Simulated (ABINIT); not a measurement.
# GaAs (F-43m) in ABINIT: equation of state with r2SCAN

Aim: the equation of state of GaAs with r2SCAN.

Program: ABINIT 10.8.3 (patched build). These are calculated values, not measurements. Logs are shortened: lines on timing, memory, paths and dates and some standing lists are left out, and cuts for length are marked. The log counts tension as positive stress, the text compression.

### Step 1. Starting point

The structure is cubic, space group F-43m (No. 216). Conventional cell: a = 5.654 Å, b = 5.654 Å, c = 5.654 Å, α = 90.00°, β = 90.00°, γ = 90.00°. As (site symmetry -43m) has 4 Ga at 2.45 Å as nearest neighbours. Around Ga (site symmetry -43m) lie 4 As at 2.45 Å.

### Step 2. Equation of state, r2SCAN

run.abi reads:

```
# Datasets: one volume each
ndtset 7
getwfk -1
scalecart1 3*0.9795861087
scalecart2 3*0.9864848297
scalecart3 3*0.9932883884
scalecart4 3*1.0000000000
scalecart5 3*1.0066227096
scalecart6 3*1.0131594038
scalecart7 3*1.0196128224

# Pseudopotentials
pp_dirpath "./"
pseudos "As.GGA_PBE-JTH.xml, Ga.GGA_PBE-JTH.xml"

# Structure
acell 3*1.0 Angstrom
rprim
     0.0000000000     2.8268500000     2.8268500000
     2.8268500000     0.0000000000     2.8268500000
     2.8268500000     2.8268500000     0.0000000000
ntypat 2
znucl 33 31
natom 2
typat 1 2
xred
     0.7500000000     0.7500000000     0.7500000000
     0.0000000000     0.0000000000     0.0000000000

# Plane-wave basis
ecut 20.0
pawecutdg 40.0

# k points
kptopt 1
ngkpt 8 8 8
nshiftk 1
shiftk 0.0 0.0 0.0

# Exchange and correlation
ixc -497498
usekden 1
pawxcdev 0

# Bands and occupations
nband 18
occopt 3
tsmear 0.05 eV

# SCF cycle
nstep 100
tolvrs 1.0e-7

# Output
iomode 3
prtwf 1
prtden 0
prteig 0
prtebands 0
enunit 2
```

Potentials or basis: JTH PAW PBE v2.0.

On the command line:

```sh
$ abinit run.abi > log 2>&1
```

run.abo:

```text
.Version 10.8.3 of ABINIT
 DATASET    1 : space group F-4 3 m (#216); Bravais cF (face-center cubic)
================================================================================
 Values of the parameters that define the memory need for DATASET  1.
     intxc =       0    ionmov =       0      iscf =      17    lmnmax =      18
     lnmax =       6     mgfft =      30  mpssoang =       3    mqgrid =    3001
     natom =       2  nloc_mem =       2    nspden =       1   nspinor =       1
    nsppol =       1      nsym =      24    n1xccc =       1    ntypat =       2
    occopt =       3   xclevel =       2
       mpw =        1243          nfft =       27000          nkpt =          29
 PAW method is used; the additional fine FFT grid is defined by:
   mgfftf=        45    nfftf =     91125
================================================================================
================================================================================
[... 71 lines left out ...]
 DATASET    7 : space group F-4 3 m (#216); Bravais cF (face-center cubic)
================================================================================
 Values of the parameters that define the memory need for DATASET  7.
     intxc =       0    ionmov =       0      iscf =      17    lmnmax =      18
     lnmax =       6     mgfft =      32  mpssoang =       3    mqgrid =    3001
     natom =       2  nloc_mem =       2    nspden =       1   nspinor =       1
    nsppol =       1      nsym =      24    n1xccc =       1    ntypat =       2
    occopt =       3   xclevel =       2
       mpw =        1395          nfft =       32768          nkpt =          29
 PAW method is used; the additional fine FFT grid is defined by:
   mgfftf=        45    nfftf =     91125
================================================================================
================================================================================

--------------------------------------------------------------------------------
------------- Echo of variables that govern the present computation ------------
--------------------------------------------------------------------------------
 -outvars: echo values of preprocessed input variables --------
            acell      1.8897261259E+00  1.8897261259E+00  1.8897261259E+00 Bohr
              amu      7.49215900E+01  6.97230000E+01
             ecut      2.00000000E+01 Hartree
           enunit           2
           getwfk          -1
              ixc     -497498
           jdtset        1    2    3    4    5    6    7
         kptrlatt        8    0    0      0    8    0      0    0    8
          kptrlen1     5.92037525E+01
          kptrlen2     5.96206941E+01
          kptrlen3     6.00318843E+01
          kptrlen4     6.04375174E+01
          kptrlen5     6.08377775E+01
          kptrlen6     6.12328391E+01
          kptrlen7     6.16228677E+01
            natom           2
            nband          18
           ndtset           7
            ngfft1         30      30      30
            ngfft2         30      30      30
            ngfft3         32      32      32
            ngfft4         32      32      32
            ngfft5         32      32      32
            ngfft6         32      32      32
            ngfft7         32      32      32
          ngfftdg          45      45      45
             nkpt          29
            nstep         100
             nsym          24
           ntypat           2
           occopt           3
        pawecutdg      4.00000000E+01 Hartree
         pawxcdev           0
           prtden           0
        prtebands           0
           prteig           0
          prtkden           1
            rprim1     0.0000000000E+00  2.7691429914E+00  2.7691429914E+00
                       2.7691429914E+00  0.0000000000E+00  2.7691429914E+00
                       2.7691429914E+00  2.7691429914E+00  0.0000000000E+00
            rprim2     0.0000000000E+00  2.7886446408E+00  2.7886446408E+00
                       2.7886446408E+00  0.0000000000E+00  2.7886446408E+00
                       2.7886446408E+00  2.7886446408E+00  0.0000000000E+00
            rprim3     0.0000000000E+00  2.8078772807E+00  2.8078772807E+00
                       2.8078772807E+00  0.0000000000E+00  2.8078772807E+00
                       2.8078772807E+00  2.8078772807E+00  0.0000000000E+00
            rprim4     0.0000000000E+00  2.8268500000E+00  2.8268500000E+00
                       2.8268500000E+00  0.0000000000E+00  2.8268500000E+00
                       2.8268500000E+00  2.8268500000E+00  0.0000000000E+00
            rprim5     0.0000000000E+00  2.8455714066E+00  2.8455714066E+00
                       2.8455714066E+00  0.0000000000E+00  2.8455714066E+00
                       2.8455714066E+00  2.8455714066E+00  0.0000000000E+00
            rprim6     0.0000000000E+00  2.8640496606E+00  2.8640496606E+00
                       2.8640496606E+00  0.0000000000E+00  2.8640496606E+00
                       2.8640496606E+00  2.8640496606E+00  0.0000000000E+00
            rprim7     0.0000000000E+00  2.8822925070E+00  2.8822925070E+00
                       2.8822925070E+00  0.0000000000E+00  2.8822925070E+00
                       2.8822925070E+00  2.8822925070E+00  0.0000000000E+00
          spgroup         216
           tolvrs      1.00000000E-07
           tsmear      1.83746611E-03 Hartree
            typat      1  2
          usekden           1
           useylm           1
           xangst1     4.1537144871E+00  4.1537144871E+00  4.1537144871E+00
                       0.0000000000E+00  0.0000000000E+00  0.0000000000E+00
           xangst2     4.1829669613E+00  4.1829669613E+00  4.1829669613E+00
                       0.0000000000E+00  0.0000000000E+00  0.0000000000E+00
           xangst3     4.2118159211E+00  4.2118159211E+00  4.2118159211E+00
                       0.0000000000E+00  0.0000000000E+00  0.0000000000E+00
           xangst4     4.2402750000E+00  4.2402750000E+00  4.2402750000E+00
                       0.0000000000E+00  0.0000000000E+00  0.0000000000E+00
           xangst5     4.2683571099E+00  4.2683571099E+00  4.2683571099E+00
                       0.0000000000E+00  0.0000000000E+00  0.0000000000E+00
           xangst6     4.2960744909E+00  4.2960744909E+00  4.2960744909E+00
                       0.0000000000E+00  0.0000000000E+00  0.0000000000E+00
           xangst7     4.3234387605E+00  4.3234387605E+00  4.3234387605E+00
                       0.0000000000E+00  0.0000000000E+00  0.0000000000E+00
            xcart1     7.8493827858E+00  7.8493827858E+00  7.8493827858E+00
                       0.0000000000E+00  0.0000000000E+00  0.0000000000E+00
            xcart2     7.9046619505E+00  7.9046619505E+00  7.9046619505E+00
                       0.0000000000E+00  0.0000000000E+00  0.0000000000E+00
            xcart3     7.9591785837E+00  7.9591785837E+00  7.9591785837E+00
                       0.0000000000E+00  0.0000000000E+00  0.0000000000E+00
            xcart4     8.0129584485E+00  8.0129584485E+00  8.0129584485E+00
                       0.0000000000E+00  0.0000000000E+00  0.0000000000E+00
            xcart5     8.0660259454E+00  8.0660259454E+00  8.0660259454E+00
                       0.0000000000E+00  0.0000000000E+00  0.0000000000E+00
            xcart6     8.1184042044E+00  8.1184042044E+00  8.1184042044E+00
                       0.0000000000E+00  0.0000000000E+00  0.0000000000E+00
            xcart7     8.1701151795E+00  8.1701151795E+00  8.1701151795E+00
                       0.0000000000E+00  0.0000000000E+00  0.0000000000E+00
             xred      7.5000000000E-01  7.5000000000E-01  7.5000000000E-01
                       0.0000000000E+00  0.0000000000E+00  0.0000000000E+00
            znucl       33.00000   31.00000

================================================================================

 chkinp: Checking input parameters for consistency, jdtset=   1.

 chkinp: Checking input parameters for consistency, jdtset=   2.
[... 36 lines left out ...]
 getcut: wavevector=  0.0000  0.0000  0.0000  ngfft=  45  45  45
         ecut(hartree)=     40.000   => boxcut(ratio)=   2.08833

--- Pseudopotential description ------------------------------------------------
- pspini: atom type   1  psp file is ./As.GGA_PBE-JTH.xml
 Pseudopotential format is: paw10
 basis_size (lnmax)=  6 (lmn_size= 18), orbitals=   0   0   1   1   2   2
 Spheres core radius: rc_sph= 2.10391912
 Shapefunction is BESSEL type: shapef(r,l)=aa(1,l)*jl(q(1,l)*r)+aa(2,l)*jl(q(2,l)*r)
 Radius for shape functions =  1.70360438
 Compensation charge density is not taken into account in XC energy/potential

- pspini: atom type   2  psp file is ./Ga.GGA_PBE-JTH.xml
 Pseudopotential format is: paw10
 basis_size (lnmax)=  6 (lmn_size= 18), orbitals=   0   0   1   1   2   2
 Spheres core radius: rc_sph= 2.10359248
 Shapefunction is BESSEL type: shapef(r,l)=aa(1,l)*jl(q(1,l)*r)+aa(2,l)*jl(q(2,l)*r)
 Radius for shape functions =  1.80829011
 Compensation charge density is not taken into account in XC energy/potential

   1.31748582E+03                                ecore*ucvol(ha*bohr**3)
--------------------------------------------------------------------------------

================================================================================

--- !BeginCycle
iteration_state: {dtset: 1, }
solver: {iscf: 17, nstep: 100, nline: 4, wfoptalg: 10, }
tolerances: {tolvrs: 1.00E-07, }
...
[... 1330 lines left out ...]
-Cartesian components of stress tensor (GPa)         [Pressure= -3.3285E+00 GPa]
- sigma(1 1)=  3.32852752E+00  sigma(3 2)=  0.00000000E+00
- sigma(2 2)=  3.32852752E+00  sigma(3 1)=  0.00000000E+00
- sigma(3 3)=  3.32852752E+00  sigma(2 1)=  0.00000000E+00

== END DATASET(S) ==============================================================
================================================================================

 -outvars: echo values of variables after computation  --------
            acell      1.8897261259E+00  1.8897261259E+00  1.8897261259E+00 Bohr
           etotal1    -1.7859870932E+02
           etotal2    -1.7859969149E+02
           etotal3    -1.7860029074E+02
           etotal4    -1.7860054690E+02
           etotal5    -1.7860049521E+02
           etotal6    -1.7860016802E+02
           etotal7    -1.7859959437E+02
            fcart1    -0.0000000000E+00 -0.0000000000E+00 -0.0000000000E+00
                      -0.0000000000E+00 -0.0000000000E+00 -0.0000000000E+00
            fcart2    -4.0876817858E-28 -4.0876817858E-28  1.2263045357E-27
                       4.0876817858E-28  4.0876817858E-28 -1.2263045357E-27
            fcart3    -5.0746038580E-29 -2.0298415432E-28  3.5522227006E-28
                       5.0746038580E-29  2.0298415432E-28 -3.5522227006E-28
            fcart4    -0.0000000000E+00 -0.0000000000E+00 -0.0000000000E+00
                      -0.0000000000E+00 -0.0000000000E+00 -0.0000000000E+00
            fcart5    -2.0029530587E-28  2.5036913234E-29  2.0029530587E-28
                       2.0029530587E-28 -2.5036913234E-29 -2.0029530587E-28
[... 38 lines left out ...]
                       0.0000000000E+00  0.0000000000E+00  0.0000000000E+00
           xangst1     4.1537144871E+00  4.1537144871E+00  4.1537144871E+00
                       0.0000000000E+00  0.0000000000E+00  0.0000000000E+00
           xangst2     4.1829669613E+00  4.1829669613E+00  4.1829669613E+00
                       0.0000000000E+00  0.0000000000E+00  0.0000000000E+00
           xangst3     4.2118159211E+00  4.2118159211E+00  4.2118159211E+00
                       0.0000000000E+00  0.0000000000E+00  0.0000000000E+00
           xangst4     4.2402750000E+00  4.2402750000E+00  4.2402750000E+00
                       0.0000000000E+00  0.0000000000E+00  0.0000000000E+00
           xangst5     4.2683571099E+00  4.2683571099E+00  4.2683571099E+00
                       0.0000000000E+00  0.0000000000E+00  0.0000000000E+00
           xangst6     4.2960744909E+00  4.2960744909E+00  4.2960744909E+00
                       0.0000000000E+00  0.0000000000E+00  0.0000000000E+00
           xangst7     4.3234387605E+00  4.3234387605E+00  4.3234387605E+00
                       0.0000000000E+00  0.0000000000E+00  0.0000000000E+00
             xred      7.5000000000E-01  7.5000000000E-01  7.5000000000E-01
                       0.0000000000E+00  0.0000000000E+00  0.0000000000E+00
 Calculation completed.
```

It took 5.6 min on 1 thread of Arm Neoverse V2, shared host; peak memory 0.17 GiB.

Results:

```yaml
Equilibrium_volume: 22.73 Å³/atom
Bulk_modulus: 72 GPa
Pressure_derivative_of_the_bulk_modulus: 4.5
```

Energy against volume, from the lowest point:
| volume (Å³/atom) | energy (meV/atom) |
| --- | --- |
| 21.234 | 25.00 |
| 21.686 | 11.64 |
| 22.138 | 3.49 |
| 22.590 | 0.00 |
| 23.041 | 0.70 |
| 23.493 | 5.15 |
| 23.945 | 12.96 |

Caveat: pressures at fixed basis lie under the slope of the energies; the PAW data sets were made with another functional, which shifts forces and pressure a little.
